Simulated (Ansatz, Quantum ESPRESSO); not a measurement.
# 2H-MoTe2, 2 layers, AA' stacking: the energy at a withheld member of a series

How the rows were computed: Quantum ESPRESSO 7.5, PBE-D3(BJ), GBRV ultrasoft. Cell and atoms are first relaxed with a D3(BJ) correction; each strained cell is then held and the atoms relax in it. A periodic run with 15 Å of vacuum in the starting cell gives the vacuum levels, and bands follow along a path. The series steps biaxial strain. Energies count from the lowest.

```tsv
biaxial strain	energy (eV)
-4 %	0.2519
-3 %	0.1389
-1 %	0.0155
0 %	0.0000
1 %	0.0141
2 %	0.0542
3 %	0.1205
4 %	0.2106
```

One more run was made and is withheld. What is the energy at −2 %?

**Worked estimate.** The rows at -3 % and -1 % give a slope of (0.0155 − (0.1389))/(−1 − (−3)) = −0.0617, so a straight line gives 0.0772 eV. A parabola through these and the row at -4 % gives 0.0601 eV.

**Check.** 0.0605 eV. The line misses by +0.0167 and the parabola by −0.0004 eV. The parabola does better.

Caveats: Semilocal gaps are too small; the 1×1 cell can't ripple over many cells under compression as a free sheet would. No spin-orbit coupling.

[Logs are printed without paths, hosts, clocks, repeated set-up lines and the standing remarks that a program may print on its own settings, such as how far it seeks lower states.]
